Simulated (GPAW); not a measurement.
The system is Co.

```
Co
1.0
     2.47200    0.00000    0.00000
    -1.23600    2.14081    0.00000
     0.00000    0.00000    4.02114
Co
2
Direct
  0.66667 0.33333 0.75000
  0.33333 0.66667 0.25000
```

* Program: GPAW 26.7.0
* Task: relaxation of cell and atoms
* Functional: PBEsol
* Dispersion: D4
* Potentials or basis: PAW data sets generated in the run's folder for this functional
* Cutoff: 600 eV
* Basis: pw
* k mesh: 9 × 9 × 5
* Occupations: fermi-dirac, width 0.05 eV
* Spin: collinear spin, ferromagnetic start
* Starting moments: [2.0, 2.0] μB

At the start: pressure -9.8 GPa; volume 10.64 Å³/atom.

Problem. Where does the relaxation end?

Solution. Over 6 steps the energy falls by 9.2 meV/atom and the volume is 10.23 Å³/atom (-3.9 %); space group P6_3/mmc (No. 194, to 0.05 Å); moment 3.03 μB per cell.

Step by step:
```csv
step,energy change (eV),largest force (eV/Å),pressure (GPa),volume (Å³)
1,0.0000,0.0001,-9.83,21.28
2,-0.0124,0.0000,-6.60,20.98
3,-0.0180,0.0000,0.42,20.41
4,-0.0184,0.0000,0.01,20.44
5,-0.0184,0.0000,-0.07,20.45
6,-0.0185,0.0000,-0.09,20.45
```

Final structure:
```
Co
1.0
     2.44265    0.00000    0.00000
    -1.22133    2.11540    0.00000
     0.00000    0.00000    3.95789
Co
2
Direct
  0.66667 0.33333 0.75000
  0.33333 0.66667 0.25000
```

Caveat: each step starts from the last one's moments, so a moment once lost doesn't come back; later steps reuse the first step's grids; pairwise dispersion overbinds metals, which lowers pressure and volume.
